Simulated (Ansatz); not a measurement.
Au(001): from terraces to steps

Method: DFT PBE, scalar-relativistic, plane waves, PAW in Ansatz.

Cutoff 420 eV, Γ-centred meshes of like density (2×12×1 for the 24-atom cell), Gaussian smearing of 0.10 eV, energies at zero smearing and 0 K, each start's symmetry kept, no spin polarisation.

A (001) slab of relaxed bulk Au (Fm-3m, 17.97 Å³/atom, gap on the mesh 0.00 eV), 4 planes in a 6×1 cell with the lowest 2 held; added atoms sit on lattice sites of the next plane. A dipole correction is on. The surface energy is the mean of the held and the free face; step energies are per length and the mean of the stripe's two steps, which run along the shortest translation of the plane; step and island energies count from the flat slab and bulk atoms.

The flat slab gives a surface energy of 0.89 J/m² (55.4 meV/Å²); planes follow at h = 2.08 Å, and an atom takes 8.64 Å² of its plane.

Estimate the step energy β from the surface energy and compare with the stripes.

A step opens a strip of height h, so a first guess is γh = 55.4 × 2.08 = 115 meV/Å. Computed: 7 meV/Å for the stripe 2 surface cells wide, 11 meV/Å for the stripe 3 surface cells wide, 0.06 and 0.10 of the guess. The step costs less than a free strip of the same face. The two widths differ by 5 meV/Å (before rounding), from step–step interaction and confinement in so narrow a cell, or from the k mesh, which in a metal moves β by several meV/Å. A vicinal face tilted by θ holds tan θ/h steps per length, so its energy per terrace area is γ + (β/h) tan θ for far-apart steps, with β/h = 0.09 J/m² from the wider stripe and 0.05 from the narrower, so β isn't converged with width.

Slabs of three or four planes are thin, so both faces still feel each other.

Spin-orbit coupling is left out, which matters for the bands of heavy elements.

Small energy differences in metals hang on the k mesh (about 10 mJ/m² or 1 to 2 meV/atom on the mesh of the relaxation).

Cost: 3 runs of about 3 core-hours in all, on Intel Xeon Processor @ 2.50GHz (Skylake/Cascade Lake) (shared hosts).